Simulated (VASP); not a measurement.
Wanted: the native input for a VASP 6.6.1 run.

- Task: relaxation of cell and atoms
- Functional: PBE
- Potentials or basis: VASP PAW PBE potentials, release 64 (Ga_d, Se)
- Cutoff: 600 eV
- k mesh: 12 × 12 × 2
- Occupations: gaussian, width 0.03 eV
- Spin: no spin polarisation
- Further INCAR settings: ALGO = Normal; EDIFF = 1e-07; IBRION = 2; EDIFFG = -0.005; NSW = 90; ISIF = 3

The structure of GaSe lies in POSCAR:

```
GaSe                                    
1.0
    3.8168906648      0.0000000000      0.0000000000
   -1.9084453324      3.3055242792      0.0000000000
    0.0000000000     -0.0000000000     18.0668006926
  Ga              Se            
     4     4
Direct
     0.3333333332999970    0.6666666667000030    0.1816710117765870
     0.6666666667000030    0.3333333332999970    0.6816710117765871
     0.3333333332999970    0.6666666667000030    0.3183289882234130
     0.6666666667000030    0.3333333332999970    0.8183289882234129
     0.3333333332999970    0.6666666667000030    0.6167112459983294
     0.6666666667000030    0.3333333332999970    0.1167112459983292
     0.3333333332999970    0.6666666667000030    0.8832887540016706
     0.6666666667000030    0.3333333332999970    0.3832887540016707
```

One way to write it, as run:

INCAR

```
SYSTEM = GaSe
PREC = Accurate ; ENCUT = 600
EDIFF = 1E-7 ; ISMEAR = 0
SIGMA = 0.03 ; LREAL = .False.
LASPH = .True. ; NELM = 80
ALGO = Normal ; ISIF = 3
LWAVE = .False. ; LCHARG = .False.
GGA = PE ; IBRION = 2
NSW = 90 ; EDIFFG = -0.005
KPAR = 2
```

KPOINTS

```
Automatic mesh
0
Gamma
  12 12 2
  0 0 0
```

Potentials or basis: VASP PAW PBE potentials, release 64 (Ga_d, Se).

Command:

```console
$ cat potpaw_PBE.64/Ga_d/POTCAR potpaw_PBE.64/Se/POTCAR > POTCAR
$ mpirun -np 2 vasp_std > vasp.out
```

Results of the run:

```
Relaxed volume                         : 28.51 Å³/atom
Relaxed cell                           : a = 3.818 Å, b = 3.818 Å, c = 18.072 Å, α = 90.00°, β = 90.00°, γ = 120.00°
Space group after relaxing (to 0.05 Å) : P6_3/mmc (No. 194)
Energy gained by relaxing              : 0.0 meV/atom
Ionic steps                            : 2
Pressure after relaxing                : 0.0 GPa
Band gap on the k mesh                 : 1.29 eV, indirect (least direct gap 1.31 eV)
```

Caveat: this functional lacks dispersion, which binds the layers, so the pressure and a relaxed spacing across them are unreliable.

Wall time 3.5 min on 2 MPI ranks on Intel(R) Xeon(R) 6975P-C (Granite Rapids) (shared host), peak memory 0.62 GiB a rank.
